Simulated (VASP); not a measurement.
Crystal: AlN.

```
Al N
1.0
     0.00000    2.18399    2.18399
     2.18399    0.00000    2.18399
     2.18399    2.18399    0.00000
Al N
1 1
Direct
  0.00000 0.00000 0.00000
  0.25000 0.25000 0.25000
```

Measurements of this composition are mostly on another form, of space group No. 186.

* Program: VASP 6.6.1
* Task: relaxation of cell and atoms
* Functional: RPBE
* Potentials or basis: VASP PAW PBE potentials, release 64 (Al, N)
* Cutoff: 600 eV
* k mesh: 10 × 10 × 10
* Occupations: gaussian, width 0.02 eV
* Spin: no spin polarisation

At the start: pressure 7.8 GPa; volume 10.42 Å³/atom.

How do energy, volume and symmetry change on relaxing?

Over 3 steps the energy falls by 9.7 meV/atom and the volume is 10.83 Å³/atom (+4.0 %); space group F-43m (No. 216, to 0.05 Å).

The path:
```tsv
step	energy change (eV)	largest force (eV/Å)	pressure (GPa)	volume (Å³)
1	0.0000	0.0000	7.79	20.83
2	-0.0053	0.0000	-5.87	22.40
3	-0.0193	0.0000	-0.02	21.66
```

Final structure:
```
Al N
1.0
     0.00000    2.21246    2.21246
     2.21246    0.00000    2.21246
     2.21246    2.21246    0.00000
Al N
1 1
Direct
  0.00000 0.00000 0.00000
  0.25000 0.25000 0.25000
```

Caveat: the PAW data sets were made with another functional, which shifts forces and pressure a little.
